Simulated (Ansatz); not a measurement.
Wires are cut from relaxed bulk ZnS (F-43m, 20.16 Å³/atom, gap on the mesh 2.02 eV); atoms and period are relaxed, and energies count from that bulk. Caps count from half an H2 molecule.

Computed with DFT PBE, scalar-relativistic, plane waves, PAW in Ansatz 0.2.0.

Cutoff 420 eV, Gaussian smearing of 0.05 eV, energies at zero smearing, symmetry of each start kept, no spin polarisation.

| start | atoms | k mesh | excess energy (eV per host atom) | line energy (eV/Å) | period (Å) | gap on the mesh (eV) | highest filled level or Fermi level under vacuum (eV) |
| --- | --- | --- | --- | --- | --- | --- | --- |
| [001] wire, 6 host atoms a period with H caps | 16 | 1×1×6 | 0.617 | 0.726 | 5.099 | 4.21 | 6.67 |
| [001] wire, 8 host atoms a period with H caps | 20 | 1×1×6 | 0.639 | 0.929 | 5.507 | 3.92 | - |
| [001] wire, 12 host atoms a period with H caps | 28 | 1×1×6 | 0.484 | 1.060 | 5.476 | 3.64 | - |

A dash: not computed, or not clear enough to read.

Each run keeps its start's symmetry and one magnetic start, so lower states can exist.

Cost: 3 runs of about 120 core-minutes in all, on Arm Neoverse V1 (shared hosts).